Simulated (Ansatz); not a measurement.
Co:

```xyz
4
Lattice="2.4706 0.0000 0.0000 -1.2353 2.1396 0.0000 0.0000 0.0000 8.0882" Properties=species:S:1:pos:R:3 pbc="T T T"
Co    1.2353    0.7132    6.0662
Co    0.0000    0.0000    4.0441
Co    0.0000    1.4264    2.0221
Co    0.0000    0.0000    0.0000
```

Base run:

* Program: Ansatz 0.2.0
* Functional: PBE
* Potentials or basis: Ansatz PAW
* Cutoff: 420 eV (not typed: the program's choice for these potentials)
* k mesh: 12 × 12 × 4
* Occupations: fermi-dirac, width 0.05 eV
* Spin: collinear spin, random start
* Starting moments: [0.68, -2.21, 1.27, 0.83] μB

Its results: band gap on the k mesh none (metal or under the smearing width); pressure 4.7 GPa.

**Question.** The run is repeated on the same cell with these changes: spin from collinear spin, random start to no spin polarisation. What comes out?

**Answer.** Band gap on the k mesh none (metal or under the smearing width); pressure -8.3 GPa.

Caveats: the starting moments weren't kept (some runs).
